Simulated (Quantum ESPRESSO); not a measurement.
CuO under changes of volume

One of the cells (11.721 Å³/atom); the others are scaled copies at fixed shape and fractional positions:

```
CELL_PARAMETERS angstrom
3.17550 0.00000 0.00000
0.00000 3.17550 0.00000
0.00000 0.00000 4.64953
ATOMIC_POSITIONS crystal
Cu 0.00000 0.00000 0.00000
Cu 0.50000 0.50000 0.00000
O 0.50000 0.00000 0.26700
O 0.00000 0.50000 0.73300
```

The cell was built by a generator and needn't be a form met in nature.

* Program: Quantum ESPRESSO 7.5
* Functional: PBE
* Potentials or basis: SSSP 1.3 efficiency PBE
* Cutoff: 748 eV
* Density cutoff: 5987 eV
* k mesh: 8 × 8 × 6
* Occupations: fermi-dirac, width 0.05 eV
* Spin: no spin polarisation

```tsv
volume (Å³/atom)	energy over the lowest point (meV/atom)	pressure (GPa)	largest force (eV/Å)
11.018	154.91	29.8	0.058
11.252	114.42	25.0	0.358
11.487	?	?	?
11.721	52.84	16.8	0.884
11.956	30.49	13.3	1.114
12.190	13.04	10.1	1.326
12.424	0.00	7.2	1.520
```

**Question.** What does the run at 11.487 Å³/atom give?

**Answer.** Energy over the lowest point 80.61 meV/atom; pressure 20.7 GPa; largest force 0.632 eV/Å.

Worked out: A Birch-Murnaghan fit of order 3 (a polynomial in V^(-2/3)) to the other rows has no minimum within the range. It gives 80.54 meV/atom at 11.487 Å³/atom, against the run's 80.61, and -dE/dV = 21.0 GPa, against 20.7.

Energies are extrapolated to zero smearing.

Caveats: the run has no spin polarisation, though such a crystal can be magnetic; forces of over 1 eV/Å show positions far from the minimum, so gaps and moduli don't describe the material at rest (some runs).
